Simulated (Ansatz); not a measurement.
# ZnO under pressure: fit and missing row

ZnO, P6_3mc, a = 3.279 Å, c = 5.293 Å. Ansatz: PBE, PAW, 420 eV, Γ-centred 12×12×6 mesh on 4 atoms, Gaussian smearing 0.02 eV; no spin polarisation. Cell and atoms are relaxed at each pressure, and no other structure is tried; the real crystal is known to change phase within this range, so the rows at high pressure are metastable.

```tsv
V (Å³/atom)	P (GPa)
?	60.00
10.477	30.03
11.215	15.02
11.666	8.01
12.053	3.04
12.325	0.02
12.635	-3.02
```

**Question.** Take V0 = 12.325 Å³/atom, count pressures from its P0 = 0.02 GPa, fit the third-order Birch–Murnaghan form to the other rows, and predict the missing volume.

**Answer.** With the Eulerian strain f = ½[(V0/V)^(2/3) − 1] and y = (P − P0)/[3f(1 + 2f)^(5/2)], the form is the line y = B0 + 1.5 B0 (B0′ − 4) f. Rows (f, y): 0.05719, 133.4; 0.03247, 131.6; 0.01866, 130.2; 0.00749, 129.5; -0.00821, 128.6. Means f = 0.02152, y = 130.66; Σ(Δf)² = 0.002481, ΣΔfΔy = 0.1869; the slope is their ratio. y = 129.0 + 75.31 f GPa, so B0 = 129.0 GPa and B0′ = 4 + 2 × (75.31)/(3 × 129.0) = 4.39. P = 60.00 GPa is met at f = 0.09504 (y = 136.16), so V = V0 (1 + 2f)^(−3/2) = 9.493 Å³/atom. The run gave 9.495 Å³/atom, so the fit is 0.002 Å³/atom too low, a small miss on the scale of the series. The form still works here, 91 % of the fitted range beyond its end.